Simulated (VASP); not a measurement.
# Se (P-1) in VASP: reference runs

Reference runs on Se: the cell as given.

Everything below comes from runs of VASP 6.6.1. Logs are shortened: lines on timing, memory, paths and dates and some standing lists are left out, and cuts for length are marked.

## Step 1: The cell of the first run

The typed cell holds 2 atoms: a = 2.811 Å, b = 3.975 Å, c = 3.975 Å, α = 90.00°, β = 90.00°, γ = 90.00°.

This isn't the form of Se at room conditions, which is trigonal, of chains.

## Step 2: Single point, PBE (a zone-boundary wave of random shape, sigma 0.15 Å)

File INCAR:

```
SYSTEM = Se
  PREC = Accurate
  ENCUT = 520
  EDIFF = 1E-7
  ISMEAR = -1
  SIGMA = 0.05
  LREAL = .False.
  LASPH = .True.
  NELM = 100
  ALGO = Normal
  ISIF = 2
  LWAVE = .False.
  LCHARG = .True.
  GGA = PE
  LELF = .True.
  LVHAR = .True.
  NBANDS = 13
```

File KPOINTS:

```
regular mesh
0
Gamma
  9 7 7
  0 0 0
```

File POSCAR:

```
Se
1.0
   -2.8105630200      0.0000000000      0.0000000000
    0.0000000000      2.8105630200      2.8105630200
    0.0000000000      2.8105630200     -2.8105630200
Se
2
Direct
    0.9522561000      0.0603357800      0.0452367800
    0.0477439000      0.4396642200      0.4547632200
```

Potentials or basis: VASP PAW PBE potentials, release 64 (Se).

Launch:

```sh
$ cat potpaw_PBE.64/Se/POTCAR > POTCAR
$ mpirun -np 1 vasp_std > vasp.out
```

OUTCAR:

```text
SYSTEM = Se
   PREC = Accurate
   ENCUT = 520
   EDIFF = 1E-7
   ISMEAR = -1
   LREAL = .False.
   LASPH = .True.
   NELM = 100
   ISIF = 2
   GGA = PE

 ion  position               nearest neighbor table
   1  0.952  0.060  0.045-   2 2.23
   2  0.048  0.440  0.455-   1 2.23

  LATTYP: Found a simple tetragonal cell.
 ALAT       =     3.9747363408
 C/A-ratio  =     0.7071067812

  Lattice vectors:

 A1 = (   0.0000000000,   2.8105630200,   2.8105630200)
 A2 = (   0.0000000000,   2.8105630200,  -2.8105630200)
 A3 = (  -2.8105630200,   0.0000000000,   0.0000000000)

Analysis of symmetry for initial positions (statically):
=====================================================================
 Subroutine PRICEL returns:
 Original cell was already a primitive cell.

 Routine SETGRP: Setting up the symmetry group for a
 simple tetragonal supercell.

 Subroutine GETGRP returns: Found  2 space group operations
 (whereof  1 operations were pure point group operations)
 out of a pool of 16 trial point group operations.

The static configuration has the point symmetry C_1 .
 The point group associated with its full space group is S_2 .

Analysis of symmetry for dynamics (positions and initial velocities):
=====================================================================
 Subroutine PRICEL returns:
 Original cell was already a primitive cell.

 Routine SETGRP: Setting up the symmetry group for a
 simple tetragonal supercell.

 Subroutine GETGRP returns: Found  2 space group operations
 (whereof  1 operations were pure point group operations)
 out of a pool of 16 trial point group operations.

The dynamic configuration has the point symmetry C_1 .
 The point group associated with its full space group is S_2 .

 Subroutine INISYM returns: Found  2 space group operations
 (whereof  1 operations are pure point group operations),
 and found     1 'primitive' translations

----------------------------------------------------------------------------------------

                                     Primitive cell

  volume of cell :      44.4028

  direct lattice vectors                    reciprocal lattice vectors
    -2.810563020  0.000000000  0.000000000    -0.355800597  0.000000000  0.000000000
     0.000000000  2.810563020  2.810563020     0.000000000  0.177900298  0.177900298
     0.000000000  2.810563020 -2.810563020     0.000000000  0.177900298 -0.177900298

  length of vectors
     2.810563020  3.974736341  3.974736341     0.355800597  0.251589015  0.251589015

  position of ions in fractional coordinates (direct lattice)
     0.952256100  0.060335780  0.045236780
     0.047743900  0.439664220  0.454763220

  ion indices of the primitive-cell ions
   primitive index   ion index
                 1           1
                 2           2

----------------------------------------------------------------------------------------

 KPOINTS: regular mesh

Automatic generation of k-mesh.
 Grid dimensions read from file:
 generate k-points for:    9    7    7

 Generating k-lattice:

  Cartesian coordinates                     Fractional coordinates (reciprocal lattice)
    -0.039533400  0.000000000  0.000000000     0.111111111  0.000000000  0.000000000
     0.000000000  0.025414328  0.025414328     0.000000000  0.142857143  0.000000000
     0.000000000  0.025414328 -0.025414328     0.000000000  0.000000000  0.142857143

  Length of vectors
     0.039533400  0.035941288  0.035941288

  Shift w.r.t. Gamma in fractional coordinates (k-lattice)
     0.000000000  0.000000000  0.000000000

 Subroutine IBZKPT returns following result:
 ===========================================

 Found    221 irreducible k-points:

 Following reciprocal coordinates:
            Coordinates               Weight
  0.000000  0.000000  0.000000      1.000000
  0.111111  0.000000  0.000000      2.000000
  0.222222  0.000000  0.000000      2.000000
  0.333333  0.000000  0.000000      2.000000
  0.444444  0.000000  0.000000      2.000000
  0.000000  0.142857  0.000000      2.000000
[... 16 lines left out ...]
  0.444444  0.000000 -0.142857      2.000000
  0.000000  0.285714  0.000000      2.000000
 [... further k-points ...]
   k-points           NKPTS =    221   k-points in BZ     NKDIM =    221   number of bands    NBANDS=     13
   number of dos      NEDOS =    301   number of ions     NIONS =      2
   total plane-waves  NPLWV =  21600
   dimension x,y,z NGX =    24 NGY =   30 NGZ =   30
   dimension x,y,z NGXF=    48 NGYF=   60 NGZF=   60
   ions per type =               2
   NGX,Y,Z   is equivalent  to a cutoff of  14.20, 12.55, 12.55 a.u.
   NGXF,Y,Z  is equivalent  to a cutoff of  28.39, 25.10, 25.10 a.u.
 SYSTEM =  Se
   PREC   = accura    normal or accurate (medium, high low for compatibility)
   ISTART =      0    job   : 0-new  1-cont  2-samecut
   ICHARG =      2    charge: 1-file 2-atom 10-const
   ISPIN  =      1    spin polarized calculation?
   LNONCOLLINEAR =      F non collinear calculations
   LSORBIT =      F    spin-orbit coupling
   LASPH  =      T    aspherical Exc in radial PAW
   ENCUT  =  520.0 eV  38.22 Ry    6.18 a.u.   5.23  7.39  7.39*2*pi/ulx,y,z
   NELM   =    100;   NELMIN=  2; NELMDL= -5     # of ELM steps
   EDIFF  = 0.1E-06   stopping-criterion for ELM
   LREAL  =      F    real-space projection
   EDIFFG = 0.1E-05   stopping-criterion for IOM
   NSW    =      0    number of steps for IOM
   IBRION =     -1    ionic relax: 0-MD 1-quasi-New 2-CG
   NFREE  =      0    steps in history (QN), initial steepest desc. (CG)
   ISIF   =      2    stress and relaxation
   ISYM   =      2    0-nonsym 1-usesym 2-fastsym
   POTIM  = 0.5000    time-step for ionic-motion
   TEBEG  =    0.0;   TEEND  =   0.0 temperature during run
   PSTRESS=    0.0 pullay stress
   NELECT =      12.0000    total number of electrons
   NUPDOWN=      -1.0000    fix difference up-down
   EMIN   =  10.00;   EMAX   =-10.00  energy-range for DOS
   EFERMI =   0.00;   METHOD = LEGACY
   ISMEAR =    -1;   SIGMA  =   0.05  broadening in eV -4-tet -1-fermi 0-gaus
   EFERMI_NEDOS =   21; number of points for ismear=-14 and -15
   IALGO  =     38    algorithm
   IMIX   =      4    mixing-type and parameters
     AMIX     =   0.40;   BMIX     =  1.00
     AMIX_MAG =   1.60;   BMIX_MAG =  1.00
  volume/ion in A,a.u.               =      22.20       149.82
  Fermi-wavevector in a.u.,A,eV,Ry     =   1.058438  2.000157 15.242472  1.120290
  Thomas-Fermi vector in A             =   2.193747
   LORBIT       =      0    0 simple, 1 ext, 2 COOP (PROOUT), +10 PAW based schemes
   GGA     = PE    functional components
   LHFCALC =     F    Hartree Fock is set to
   AEXX    =    0.0000 exact exchange contribution
   IVDW    =     0    specifies the selected vdW correction
   LEPSILON=     F    determine dielectric tensor
   LRPA    =     F    only Hartree local field effects (RPA)
 non-spin polarized calculation
  energy-cutoff  :      520.00
  volume of cell :       44.40
 maximum number of plane-waves:      1222
 NGX is ok and might be reduce to    24
   NGX = 11   NGY = 15   NGZ = 15

 number of electron      12.0000001 magnetization

 Free energy of the ion-electron system (eV)
  ---------------------------------------------------
  ext. energy  EPLUGINS =         0.00000000
  ---------------------------------------------------
  free energy    TOTEN  =        -6.08202112 eV

  energy without entropy =       -6.07232191  energy(sigma->0) =       -6.07717151

 E-fermi :   5.2050     XC(G=0):  -9.8548

 val. band max:        5.1919757692   @ k =   0.3333   0.0000   0.2857
 cond. band min:       5.2298185497   @ k =   0.2222  -0.2857   0.0000
 fundamental gap:      0.0378427804
 Fermi energy:         5.2049650537

 k-point     1 :       0.0000    0.0000    0.0000
  band No.  band energies     occupation
      1     -12.0915      2.00000
      2      -6.5262      2.00000
      3      -1.0911      2.00000
      4       0.5138      2.00000
      5       3.6292      2.00000
      6       5.9311      0.00000
      7       7.6983      0.00000
      8       8.9181      0.00000
      9      10.3183      0.00000
     10      12.2677      0.00000
     11      13.1470      0.00000
     12      13.4383      0.00000
     13      18.2921      0.00000

 k-point     2 :       0.1111    0.0000    0.0000
  band No.  band energies     occupation
      1     -11.9188      2.00000
      2      -6.3519      2.00000
      3      -0.9459      2.00000
      4       0.6769      2.00000
      5       3.7833      2.00000
      6       4.2060      2.00000
      7       7.7291      0.00000
      8       8.2152      0.00000
      9      10.4952      0.00000
     10      12.4445      0.00000
     11      13.5589      0.00000
     12      14.7747      0.00000
     13      17.4676      0.00000

 k-point     3 :       0.2222    0.0000    0.0000
  band No.  band energies     occupation
      1     -11.4297      2.00000
      2      -5.8592      2.00000
      3      -0.5680      2.00000
      4       1.1176      2.00000
      5       1.5466      2.00000
      6       4.2183      2.00000
      7       5.8512      0.00000
      8       8.1957      0.00000
      9      10.9863      0.00000
     10      12.8025      0.00000
     11      13.9317      0.00000
     12      14.9317      0.00000
     13      15.2722      0.00000

 k-point     4 :       0.3333    0.0000    0.0000
  band No.  band energies     occupation
      1     -10.7407      2.00000
      2      -5.1802      2.00000
      3      -0.9526      2.00000
      4       0.1790      2.00000
      5       1.7656      2.00000
      6       3.6335      2.00000
      7       4.7973      1.99942
      8       8.5493      0.00000
      9      11.5404      0.00000
     10      11.9459      0.00000
     11      13.0515      0.00000
     12      14.4648      0.00000
     13      15.1040      0.00000

 k-point     5 :       0.4444    0.0000    0.0000
  band No.  band energies     occupation
      1     -10.1587      2.00000
      2      -4.6804      2.00000
      3      -2.1368      2.00000
      4       0.4988      2.00000
      5       2.1484      2.00000
      6       2.3234      2.00000
      7       5.2422      0.64409
      8       8.6182      0.00000
      9      11.1263      0.00000
     10      11.1441      0.00000
     11      13.0115      0.00000
     12      13.9658      0.00000
     13      15.5457      0.00000
[... 257 lines left out ...]
 k-point    22 :       0.4444   -0.1429    0.0000
  band No.  band energies     occupation
      1     -10.0617      2.00000
      2      -4.9035      2.00000
      3      -2.1295      2.00000
      4       0.6511      2.00000
      5       1.9639      2.00000
      6       2.3491      2.00000
      7       5.3521      0.10025
      8       8.3585      0.00000
      9      10.5798      0.00000
     10      11.1537      0.00000
     11      12.8178      0.00000
     12      14.5891      0.00000
     13      16.4498      0.00000

 k-point    23 :       0.4444    0.0000   -0.1429
  band No.  band energies     occupation
      1     -10.0413      2.00000
      2      -4.9755      2.00000
      3      -2.1363      2.00000
      4       0.7342      2.00000
      5       1.8999      2.00000
      6       2.3576      2.00000
      7       5.4489      0.01508
      8       8.4035      0.00000
      9      10.5767      0.00000
     10      11.2319      0.00000
     11      12.6537      0.00000
     12      14.6032      0.00000
     13      16.2451      0.00000

 k-point    24 :       0.0000    0.2857    0.0000
  band No.  band energies     occupation
      1     -11.7181      2.00000
      2      -7.4694      2.00000
      3      -0.6173      2.00000
      4       0.6986      2.00000
      5       3.6476      2.00000
      6       5.6978      0.00010
      7       6.3255      0.00000
      8       8.7188      0.00000
      9      10.5140      0.00000
     10      13.3360      0.00000
     11      15.3971      0.00000
     12      16.9070      0.00000
     13      17.2377      0.00000

 [... further k-points ...]
[... 5 lines left out ...]
  --------------------------------------------------------------------------------------
  -------------------------------------------------------------------------------------
  Total        4.3987435      3.5438157      3.3238219      0.1520295     -0.4330995      0.0551675
  in kB      158.7191186    127.8709023    119.9329045      5.4856559    -15.6274569      1.9905986
  external PRESSURE =     135.5076418 kB  Pullay stress =       0.0000000 kB

 VOLUME and BASIS-vectors are now :
 -----------------------------------------------------------------------------
  energy-cutoff  :      520.00
  volume of cell :       44.40
      direct lattice vectors                 reciprocal lattice vectors
    -2.810563020  0.000000000  0.000000000    -0.355800597  0.000000000  0.000000000
     0.000000000  2.810563020  2.810563020     0.000000000  0.177900298  0.177900298
     0.000000000  2.810563020 -2.810563020     0.000000000  0.177900298 -0.177900298

 POSITION                                       TOTAL-FORCE (eV/Angst)
 -----------------------------------------------------------------------------------
     -2.67638      0.29672      0.04244        -0.205127     -1.324914     -0.067875
     -0.13419      2.51384     -0.04244         0.205127      1.324914      0.067875
 -----------------------------------------------------------------------------------
    total drift:                                0.000000     -0.000000      0.000000

  FREE ENERGIE OF THE ION-ELECTRON SYSTEM (eV)
  ---------------------------------------------------
  free  energy   TOTEN  =        -6.0820211208 eV

  energy  without entropy=       -6.0723219077  energy(sigma->0) =       -6.07717151
```

Wall time 78 s (1 thread of Intel Xeon Platinum 8488C (Sapphire Rapids), shared host); peak memory 0.23 GiB.

Results:

```yaml
Free_energy: -6.0820 eV
Pressure: 13.6 GPa
Largest_force: 1.342 eV/Å
Band_gap_on_the_k_mesh: none (metal or under the smearing width)
```

Forces in eV/Å, atoms in the order of the input:
```
Se  -0.205 -1.325 -0.068
Se   0.205  1.325  0.068
```

Levels at points of the mesh, in eV from the Fermi level:
| k point | band 4 | band 5 | band 6 | band 7 | band 8 | band 9 |
| --- | --- | --- | --- | --- | --- | --- |
| (0.00, 0.00, 0.00) | -4.69 | -1.58 | 0.73 | 2.49 | 3.71 | 5.11 |

Caveat: forces of over 1 eV/Å show positions far from the minimum, so gaps and moduli don't describe the material at rest.
